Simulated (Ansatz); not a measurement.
# C: pressure up to the limit of the methods

Aim: compress C (bcc type) step by step, far beyond the usual range, and follow pressure and electronic structure. Methods of the runs shown: PAW. Its runs: cell relaxed at zero pressure (PAW); volume scaled by 1 (PAW); volume scaled by 0.95 (PAW and PAW (level accurate)); volume scaled by 0.85 (PAW and PAW (core large)); volume scaled by 0.75 (PAW); volume scaled by 0.65 (PAW); volume scaled by 0.55 (PAW); volume scaled by 0.45 (PAW); volume scaled by 0.4 (PAW and PAW (source ansatz)).

Method: DFT PBE, with the methods named in each step, in Ansatz 0.2.0.

## (1) Starting point

It takes space group Im-3m (No. 229, cubic). Conventional cell: a = 2.351 Å, b = 2.351 Å, c = 2.351 Å, α = 90.00°, β = 90.00°, γ = 90.00°. Around C (site symmetry m-3m) lie 8 C at 2.04 Å.

Coordinates:

```
CELL_PARAMETERS angstrom
-1.17567 1.17567 1.17567
1.17567 -1.17567 1.17567
1.17567 1.17567 -1.17567
ATOMIC_POSITIONS crystal
C 0.00000 0.00000 0.00000
```

Whether this phase is the stable one at these pressures isn't tested.

## (2) Cell relaxed at zero pressure, PAW

File input.yaml:

```yaml
crystal:
  lattice:
    - [-1.1756673439, 1.1756673439, 1.1756673439]
    - [1.1756673439, -1.1756673439, 1.1756673439]
    - [1.1756673439, 1.1756673439, -1.1756673439]
  atoms:
    - { symbol: C, position: [0.0, 0.0, 0.0] }
kpoints:
  mp_grid: { grid: [25, 25, 25] }
scf:
  occupations: { method: fermi_dirac, width: 0.1 }
hamiltonian:
  xc: pbe
  pseudopotentials: { kind: paw }
output:
  forces: true
  stress: true
relax:
  f_tol: 0.005
  max_steps: 40
  cell: {}
```

On the command line:

```console
> ansatz run input.yaml --threads 1 --pin off --max-ram 2048MiB --backend cpu --events-out ev --progress --plain --runs-dir out
```

The runs that follow: Volume scaled by 1, PAW; Volume scaled by 0.95, PAW; Volume scaled by 0.95, PAW (level accurate); Volume scaled by 0.85, PAW; Volume scaled by 0.85, PAW (core large); Volume scaled by 0.75, PAW; Volume scaled by 0.65, PAW; Volume scaled by 0.55, PAW; Volume scaled by 0.45, PAW; Volume scaled by 0.4, PAW; Volume scaled by 0.4, PAW (source ansatz).

Before running it: what results should come out? Wanted: PAW pressure at 0.4 of the volume; fitted bulk modulus at zero pressure.

The runs gave:

| quantity | value |
| --- | --- |
| PAW pressure at 0.4 of the volume | 1005.8 GPa |
| fitted bulk modulus at zero pressure (PAW) | 194 GPa |
| its pressure derivative | 3.84 |

At 0.4 of the starting volume PAW gives 1006 GPa. One third-order Birch-Murnaghan curve follows these points (B₀ = 194 GPa, B′ = 3.84, misfit at most 2.26 GPa). A fit over so wide a range leans to the high pressures, so B₀ can be off by several per cent. No all-electron run checks these rows here, and frozen cores can fail under such compression. The ions are at rest, and the electrons smeared by 0.1 eV.
